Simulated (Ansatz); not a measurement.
Computed with Ansatz 0.2.0, DFT PBE, scalar-relativistic, plane waves, PAW. Settings: cutoff 420 eV, Γ-centred meshes spaced at most about 0.3 Å⁻¹, and about 0.25 Å⁻¹ or finer for metals (2π included), Gaussian smearing. No spin polarisation.

These are static total energies at zero pressure.

Two relaxed structures of Mg5Te:

A. Space group I4/mmm (No. 139), tetragonal, a = 6.026 Å, c = 9.278 Å. Around Mg on a site of symmetry 4/mmm lie 8 Mg at 3.15 Å; Mg on a site of symmetry 2/m is surrounded by 6 Mg at 3.01–3.15 Å and 2 Te at 3.15 Å; around Te lie 8 Mg at 3.15 Å.

B. Space group P6/mmm (No. 191), hexagonal, a = 5.404 Å, c = 6.373 Å. Around Mg on a site of symmetry -6m2 lie 5 Mg at 3.12–3.19 Å and 3 Te at 3.12 Å; around Mg on a second site of symmetry -6m2 lie 8 Mg at 3.12–3.19 Å; Mg on a site of symmetry 6/mmm has 6 Mg at 3.12 Å and 2 Te at 3.19 Å; around Te lie 8 Mg at 3.12–3.19 Å.

Problem. Which form is favoured at zero pressure, and by what margin per atom?

Solution. A is lower, by 27 meV/atom. A has space group I4/mmm (No. 139), 28.1 Å³/atom and no gap on its mesh; B has space group P6/mmm (No. 191), 26.9 Å³/atom and no gap. The lower one is the more open, so pressure narrows the difference. Even the lower one lies +0.06 eV/atom against the reference forms of the elements (uncorrected), so neither is stable at this level. Both come from invented guesses. The lowest form computed isn't among them: it has Mg and Te ordered on hcp sites, space group R32 (No. 155), 23.8 Å³/atom, is reached from a Materials Project cell and lies 153 meV/atom below the best shown.

The k mesh leaves some 4 meV/atom of noise in the energy of each metallic cell. These runs have no spin–orbit coupling, which can matter for Te. Cells relaxed within their symmetry can be saddle points. Some candidate types were left out of the draw beforehand, so a known form may be missing.

The preference for A over B is a ranking between two unfavourable arrangements. In both, the shortest Mg–Te contacts are clearly longer than the bonds in MgTe, while the Mg–Mg contacts are no longer than in the metal. Such frameworks probably sacrifice much of the ionic Mg–Te attraction without gaining good metallic packing. The listed distances are too alike to explain why A beats B. The missing gap fits the electron count: Te can take up the valence electrons of only one Mg, leaving the rest in delocalised Mg s–p states.

The R32 form is both lower in energy and denser than either, so moderate compression should favour it further rather than rescue A or B. Its energy also falls below that of the elements, but this doesn't establish a stable Mg5Te. The relevant competitor is a mixture of MgTe and Mg metal, which keeps the strong Mg–Te bonding and lets the excess Mg pack as a metal; that decomposition isn't tested here.
